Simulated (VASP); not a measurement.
# BaO (Fm-3m) in VASP: a series of runs

One crystal, BaO, is run at these levels: r2SCAN, r2SCAN+rVV10; tasks: relaxation of cell and atoms.

All numbers are computed with VASP 6.6.1; they aren't measurements. Logs are shortened: lines on timing, memory, paths and dates and some standing lists are left out, and cuts for length are marked.

**1. The crystal as given**

Symmetry: Fm-3m, No. 225, cubic system. The conventional cell has a = 5.581 Å, b = 5.581 Å, c = 5.581 Å, α = 90.00°, β = 90.00°, γ = 90.00°. Ba (site symmetry m-3m) is surrounded by 6 O at 2.79 Å. O (site symmetry m-3m) has 6 Ba at 2.79 Å as nearest neighbours.

The cell is a database's computed one.

**2. Relaxation of cell and atoms, r2SCAN**

File INCAR:

```
ALGO = Normal
EDIFF = 1E-7
EDIFFG = -0.005
ENCUT = 600
IBRION = 2
ISIF = 3
ISMEAR = 0
LASPH = True
LCHARG = False
LMIXTAU = True
LREAL = False
LWAVE = False
METAGGA = R2SCAN
NELM = 60
NSW = 90
PREC = Accurate
SIGMA = 0.02
```

File KPOINTS:

```
k-points
0
Gamma
  8 8 8
```

File POSCAR:

```
BaO
1.0
    0.0000000000      2.7903917100      2.7903917100
    2.7903917100      0.0000000000      2.7903917100
    2.7903917100      2.7903917100      0.0000000000
Ba O
1 1
Direct
    0.0000000000      0.0000000000      0.0000000000
    0.5000000000      0.5000000000      0.5000000000
```

Potentials or basis: VASP PAW PBE potentials, release 64 (Ba_sv, O).

Command:

```console
$ cat potpaw_PBE.64/Ba_sv/POTCAR potpaw_PBE.64/O/POTCAR > POTCAR
$ mpirun -np 1 vasp_std > vasp.out
```

OUTCAR:

```text
EDIFF = 1E-7
   EDIFFG = -0.005
   ENCUT = 600
   IBRION = 2
   ISIF = 3
   ISMEAR = 0
   LASPH = True
   LREAL = False
   METAGGA = R2SCAN
   NELM = 60
   NSW = 90
   PREC = Accurate

 ion  position               nearest neighbor table
   1  0.000  0.000  0.000-   2 2.79   2 2.79   2 2.79   2 2.79   2 2.79   2 2.79
   2  0.500  0.500  0.500-   1 2.79   1 2.79   1 2.79   1 2.79   1 2.79   1 2.79

  LATTYP: Found a face centered cubic cell.
 ALAT       =     5.5807834200

  Lattice vectors:

 A1 = (   0.0000000000,   2.7903917100,   2.7903917100)
 A2 = (   2.7903917100,   0.0000000000,   2.7903917100)
 A3 = (   2.7903917100,   2.7903917100,   0.0000000000)

Analysis of symmetry for initial positions (statically):
=====================================================================
 Subroutine PRICEL returns:
 Original cell was already a primitive cell.

 Routine SETGRP: Setting up the symmetry group for a
 face centered cubic supercell.

 Subroutine GETGRP returns: Found 48 space group operations
 (whereof 48 operations were pure point group operations)
 out of a pool of 48 trial point group operations.

The static configuration has the point symmetry O_h .

Analysis of symmetry for dynamics (positions and initial velocities):
=====================================================================
 Subroutine PRICEL returns:
 Original cell was already a primitive cell.

 Routine SETGRP: Setting up the symmetry group for a
 face centered cubic supercell.

 Subroutine GETGRP returns: Found 48 space group operations
 (whereof 48 operations were pure point group operations)
 out of a pool of 48 trial point group operations.

The dynamic configuration has the point symmetry O_h .

 Subroutine INISYM returns: Found 48 space group operations
 (whereof 48 operations are pure point group operations),
 and found     1 'primitive' translations

----------------------------------------------------------------------------------------

                                     Primitive cell

  volume of cell :      43.4536

  direct lattice vectors                    reciprocal lattice vectors
     0.000000000  2.790391710  2.790391710    -0.179186312  0.179186312  0.179186312
     2.790391710  0.000000000  2.790391710     0.179186312 -0.179186312  0.179186312
     2.790391710  2.790391710  0.000000000     0.179186312  0.179186312 -0.179186312

  length of vectors
     3.946209801  3.946209801  3.946209801     0.310359797  0.310359797  0.310359797

  position of ions in fractional coordinates (direct lattice)
     0.000000000  0.000000000  0.000000000
     0.500000000  0.500000000  0.500000000

  ion indices of the primitive-cell ions
   primitive index   ion index
                 1           1
                 2           2

----------------------------------------------------------------------------------------

 KPOINTS: k-points

Automatic generation of k-mesh.
 Grid dimensions read from file:
 generate k-points for:    8    8    8

 Generating k-lattice:

  Cartesian coordinates                     Fractional coordinates (reciprocal lattice)
    -0.022398289  0.022398289  0.022398289     0.125000000  0.000000000  0.000000000
     0.022398289 -0.022398289  0.022398289     0.000000000  0.125000000  0.000000000
     0.022398289  0.022398289 -0.022398289     0.000000000  0.000000000  0.125000000

  Length of vectors
     0.038794975  0.038794975  0.038794975

  Shift w.r.t. Gamma in fractional coordinates (k-lattice)
     0.000000000  0.000000000  0.000000000

 Subroutine IBZKPT returns following result:
 ===========================================

 Found     29 irreducible k-points:

 Following reciprocal coordinates:
            Coordinates               Weight
  0.000000  0.000000  0.000000      1.000000
  0.125000  0.000000  0.000000      8.000000
  0.250000  0.000000  0.000000      8.000000
  0.375000  0.000000  0.000000      8.000000
  0.500000  0.000000  0.000000      4.000000
  0.125000  0.125000  0.000000      6.000000
[... 16 lines left out ...]
  0.500000  0.250000  0.125000     48.000000
 -0.375000  0.250000  0.125000     24.000000
 [... further k-points ...]
   k-points           NKPTS =     29   k-points in BZ     NKDIM =     29   number of bands    NBANDS=     12
   number of dos      NEDOS =    301   number of ions     NIONS =      2
   total plane-waves  NPLWV =  32768
   dimension x,y,z NGX =    32 NGY =   32 NGZ =   32
   dimension x,y,z NGXF=    64 NGYF=   64 NGZF=   64
   ions per type =               1   1
   NGX,Y,Z   is equivalent  to a cutoff of  13.48, 13.48, 13.48 a.u.
   NGXF,Y,Z  is equivalent  to a cutoff of  26.96, 26.96, 26.96 a.u.
 SYSTEM =  unknown system
   PREC   = accura    normal or accurate (medium, high low for compatibility)
   ISTART =      0    job   : 0-new  1-cont  2-samecut
   ICHARG =      2    charge: 1-file 2-atom 10-const
   ISPIN  =      1    spin polarized calculation?
   LNONCOLLINEAR =      F non collinear calculations
   LSORBIT =      F    spin-orbit coupling
   LASPH  =      T    aspherical Exc in radial PAW
   ENCUT  =  600.0 eV  44.10 Ry    6.64 a.u.   7.88  7.88  7.88*2*pi/ulx,y,z
   NELM   =     60;   NELMIN=  2; NELMDL= -5     # of ELM steps
   EDIFF  = 0.1E-06   stopping-criterion for ELM
   LREAL  =      F    real-space projection
   EDIFFG = -.5E-02   stopping-criterion for IOM
   NSW    =     90    number of steps for IOM
   IBRION =      2    ionic relax: 0-MD 1-quasi-New 2-CG
   NFREE  =      1    steps in history (QN), initial steepest desc. (CG)
   ISIF   =      3    stress and relaxation
   ISYM   =      2    0-nonsym 1-usesym 2-fastsym
   POTIM  = 0.5000    time-step for ionic-motion
   TEBEG  =    0.0;   TEEND  =   0.0 temperature during run
   PSTRESS=    0.0 pullay stress
   NELECT =      16.0000    total number of electrons
   NUPDOWN=      -1.0000    fix difference up-down
   EMIN   =  10.00;   EMAX   =-10.00  energy-range for DOS
   EFERMI =   0.00;   METHOD = LEGACY
   ISMEAR =     0;   SIGMA  =   0.02  broadening in eV -4-tet -1-fermi 0-gaus
   EFERMI_NEDOS =   21; number of points for ismear=-14 and -15
   IALGO  =     38    algorithm
   IMIX   =      4    mixing-type and parameters
     AMIX     =   0.40;   BMIX     =  1.00
     AMIX_MAG =   1.60;   BMIX_MAG =  1.00
  volume/ion in A,a.u.               =      21.73       146.62
  Fermi-wavevector in a.u.,A,eV,Ry     =   1.173383  2.217372 18.732866  1.376827
  Thomas-Fermi vector in A             =   2.309797
   LORBIT       =      0    0 simple, 1 ext, 2 COOP (PROOUT), +10 PAW based schemes
   METAGGA = R2SCAN    functional components
   LHFCALC =     F    Hartree Fock is set to
   AEXX    =    0.0000 exact exchange contribution
   IVDW    =     0    specifies the selected vdW correction
   LEPSILON=     F    determine dielectric tensor
   LRPA    =     F    only Hartree local field effects (RPA)
 conjugate gradient relaxation of ions
 non-spin polarized calculation
 Gauss-broadening in eV      SIGMA  =   0.02
  energy-cutoff  :      600.00
  volume of cell :       43.45
 maximum number of plane-waves:      1472
   NGX = 15   NGY = 15   NGZ = 15

 number of electron      16.0000002 magnetization

 Free energy of the ion-electron system (eV)
  ---------------------------------------------------
  ext. energy  EPLUGINS =         0.00000000
  ---------------------------------------------------
  free energy    TOTEN  =       -37.82985128 eV

  energy without entropy =      -37.82985128  energy(sigma->0) =      -37.82985128

 E-fermi :   1.6218     XC(G=0): -10.0538

 val. band max:        1.4931437992   @ k =   0.5000   0.5000   0.0000
 cond. band min:       3.8766051323   @ k =   0.5000   0.5000   0.0000
 fundamental gap:      2.3834613331
 Fermi energy:         1.6218442473

 k-point     1 :       0.0000    0.0000    0.0000
  band No.  band energies     occupation
      1     -25.1812      2.00000
      2     -14.4233      2.00000
      3      -9.3059      2.00000
      4      -9.3059      2.00000
      5      -9.3059      2.00000
      6       1.1807      2.00000
      7       1.1808      2.00000
      8       1.1808      2.00000
      9       5.5197      0.00000
     10       6.6292      0.00000
     11       6.6292      0.00000
     12       6.6292      0.00000

 k-point     2 :       0.1250    0.0000    0.0000
  band No.  band energies     occupation
      1     -25.1467      2.00000
      2     -14.5155      2.00000
      3      -9.3482      2.00000
      4      -9.3227      2.00000
      5      -9.3227      2.00000
      6       0.8716      2.00000
      7       0.9927      2.00000
      8       0.9927      2.00000
      9       6.1277      0.00000
     10       6.5024      0.00000
     11       6.9175      0.00000
     12       6.9175      0.00000

 k-point     3 :       0.2500    0.0000    0.0000
  band No.  band energies     occupation
      1     -25.0615      2.00000
      2     -14.7397      2.00000
      3      -9.4441      2.00000
      4      -9.3626      2.00000
      5      -9.3626      2.00000
      6       0.2766      2.00000
      7       0.5871      2.00000
      8       0.5871      2.00000
      9       6.3550      0.00000
     10       7.6965      0.00000
     11       7.6965      0.00000
     12       7.7189      0.00000

 k-point     4 :       0.3750    0.0000    0.0000
  band No.  band energies     occupation
      1     -24.9735      2.00000
      2     -14.9663      2.00000
      3      -9.5316      2.00000
      4      -9.4012      2.00000
      5      -9.4012      2.00000
      6      -0.2084      2.00000
      7       0.2324      2.00000
      8       0.2324      2.00000
      9       6.6028      0.00000
     10       8.6365      0.00000
     11       8.6365      0.00000
     12       9.3328      0.00000

 k-point     5 :       0.5000    0.0000    0.0000
  band No.  band energies     occupation
      1     -24.9362      2.00000
      2     -15.0607      2.00000
      3      -9.5656      2.00000
      4      -9.4169      2.00000
      5      -9.4169      2.00000
      6      -0.3899      2.00000
      7       0.0969      2.00000
      8       0.0969      2.00000
      9       6.7881      0.00000
     10       9.0884      0.00000
     11       9.0884      0.00000
     12      10.0650      0.00000
[... 228 lines left out ...]
      1     -24.8731      2.00000
      2     -14.5912      2.00000
      3     -10.6929      2.00000
      4      -9.8512      2.00000
      5      -9.8512      2.00000
      6       1.3529      2.00000
      7       1.3529      2.00000
      8       1.4931      2.00000
      9       3.8766      0.00000
     10       7.9773      0.00000
     11      10.9420      0.00000
     12      11.3198      0.00000

 k-point    22 :       0.3750    0.2500    0.1250
  band No.  band energies     occupation
      1     -25.0005      2.00000
      2     -14.7751      2.00000
      3      -9.6986      2.00000
      4      -9.5574      2.00000
      5      -9.4410      2.00000
      6       0.1251      2.00000
      7       0.5661      2.00000
      8       1.1295      2.00000
      9       5.5295      0.00000
     10       7.6459      0.00000
     11       8.5676      0.00000
     12       8.9406      0.00000

 k-point    23 :       0.5000    0.2500    0.1250
  band No.  band energies     occupation
      1     -24.9313      2.00000
      2     -14.8759      2.00000
      3      -9.8742      2.00000
      4      -9.7667      2.00000
      5      -9.4300      2.00000
      6       0.1391      2.00000
      7       0.3767      2.00000
      8       0.9745      2.00000
      9       6.0192      0.00000
     10       7.8884      0.00000
     11       9.3418      0.00000
     12       9.4483      0.00000

 k-point    24 :      -0.3750    0.2500    0.1250
  band No.  band energies     occupation
      1     -24.9022      2.00000
      2     -14.9185      2.00000
      3      -9.9125      2.00000
      4      -9.8847      2.00000
      5      -9.4251      2.00000
      6       0.0431      2.00000
      7       0.6144      2.00000
      8       0.6797      2.00000
      9       6.7226      0.00000
     10       7.3484      0.00000
     11       9.7906      0.00000
     12       9.8308      0.00000

 [... further k-points ...]

------------------------ aborting loop because EDIFF is reached ----------------------------------------

  FORCE on cell =-STRESS in cart. coord.  units (eV):
  Direction    XX          YY          ZZ          XY          YZ          ZX
  --------------------------------------------------------------------------------------
  -------------------------------------------------------------------------------------
  Total        0.0090131      0.0090131      0.0090131      0.0000000      0.0000000     -0.0000000
  in kB        0.3323207      0.3323207      0.3323207      0.0000000      0.0000000     -0.0000000
  external PRESSURE =       0.3323207 kB  Pullay stress =       0.0000000 kB

 VOLUME and BASIS-vectors are now :
 -----------------------------------------------------------------------------
  energy-cutoff  :      600.00
  volume of cell :       43.45
      direct lattice vectors                 reciprocal lattice vectors
     0.000000000  2.790391710  2.790391710    -0.179186312  0.179186312  0.179186312
     2.790391710  0.000000000  2.790391710     0.179186312 -0.179186312  0.179186312
     2.790391710  2.790391710  0.000000000     0.179186312  0.179186312 -0.179186312

 POSITION                                       TOTAL-FORCE (eV/Angst)
 -----------------------------------------------------------------------------------
      0.00000      0.00000      0.00000        -0.000000     -0.000000     -0.000000
      2.79039      2.79039      2.79039         0.000000      0.000000      0.000000
 -----------------------------------------------------------------------------------
    total drift:                                0.000000     -0.000000      0.000000

  FREE ENERGIE OF THE ION-ELECTRON SYSTEM (eV)
  ---------------------------------------------------
  free  energy   TOTEN  =       -37.8298512763 eV

  energy  without entropy=      -37.8298512763  energy(sigma->0) =      -37.82985128

 reached required accuracy - stopping structural energy minimisation
```

Wall time 31 s (1 thread of Intel Xeon 6975P-C (Granite Rapids), shared host); peak memory 0.19 GiB.

What came out:

```
Free energy             : -37.8299 eV
Pressure after relaxing : 0.0 GPa
Band gap on the k mesh  : 2.38 eV, direct
```

Final structure:
```xyz
2
Lattice="0.0000 2.7904 2.7904 2.7904 0.0000 2.7904 2.7904 2.7904 0.0000" Properties=species:S:1:pos:R:3 pbc="T T T"
Ba    0.0000    0.0000    0.0000
O     2.7904    2.7904    2.7904
```

Caveat: the relaxation stopped at its first step, so nothing moved; the PAW data sets were made with another functional, which shifts forces and pressure a little; spin-orbit coupling is left out, which moves the levels of the heavy elements. r2SCAN opens gaps a little over a GGA but as a rule still falls short of measured ones.

**3. Relaxation of cell and atoms, r2SCAN+rVV10**

INCAR: that of step 2 with these lines changed.

```diff
@@ -1,2 +1,4 @@
 ALGO = Normal
+BPARAM = 11.95
+CPARAM = 0.0093
 EDIFF = 1E-7
@@ -7,2 +9,3 @@
 ISMEAR = 0
+IVDW_NL = 2
 LASPH = True
@@ -11,2 +14,3 @@
 LREAL = False
+LUSE_VDW = True
 LWAVE = False
```

KPOINTS is that of step 2.

POSCAR is that of step 2.

Potentials or basis: VASP PAW PBE potentials, release 64 (Ba_sv, O).

Command:

```console
$ cat potpaw_PBE.64/Ba_sv/POTCAR potpaw_PBE.64/O/POTCAR > POTCAR
$ mpirun -np 1 vasp_std > vasp.out
```

Run time: 2.9 min. Hardware: 1 thread of Intel Xeon 6975P-C (Granite Rapids), shared host; peak memory 0.33 GiB.

Results (log left out):

| Quantity | Value |
| --- | --- |
| Free energy | -37.4482 eV |
| Relaxed volume | 21.50 Å³/atom |
| Relaxed cell | a = 3.932 Å, b = 3.932 Å, c = 3.932 Å, α = 60.00°, β = 60.00°, γ = 60.00° |
| Space group after relaxing (to 0.05 Å) | Fm-3m (No. 225) |
| Energy gained by relaxing | 0.6 meV/atom |
| Ionic steps | 3 |
| Pressure after relaxing | 0.0 GPa |
| Band gap on the k mesh | 2.30 eV, direct |

Step by step:
| step | energy change (eV) | largest force (eV/Å) | pressure (GPa) | volume (Å³) |
| --- | --- | --- | --- | --- |
| 1 | 0.0000 | 0.0000 | -0.81 | 43.45 |
| 2 | -0.0009 | 0.0000 | 0.41 | 42.77 |
| 3 | -0.0012 | 0.0000 | 0.00 | 43.00 |

Final structure:
```
Ba O
1.0
     0.00000    2.78056    2.78056
     2.78056    0.00000    2.78056
     2.78056    2.78056    0.00000
Ba O
1 1
Direct
  0.00000 0.00000 0.00000
  0.50000 0.50000 0.50000
```

Levels at points of the mesh, in eV from the valence-band top:
```tsv
k point	band 4	band 5	band 6	band 7	band 8	band 9	band 10	band 11	band 12
(0.00, 0.00, 0.00)	-10.74	-10.74	-0.34	-0.34	-0.34	3.99	5.11	5.11	5.11
(0.50, 0.00, 0.00)	-10.86	-10.86	-1.94	-1.45	-1.45	5.27	7.62	7.62	8.55
(0.50, 0.50, 0.00)	-11.31	-11.31	-0.16	-0.16	0.00	2.30	6.51	9.51	9.81
```

Caveat: the PAW data sets were made with another functional, which shifts forces and pressure a little; spin-orbit coupling is left out, which moves the levels of the heavy elements. r2SCAN opens gaps a little over a GGA but as a rule still falls short of measured ones.
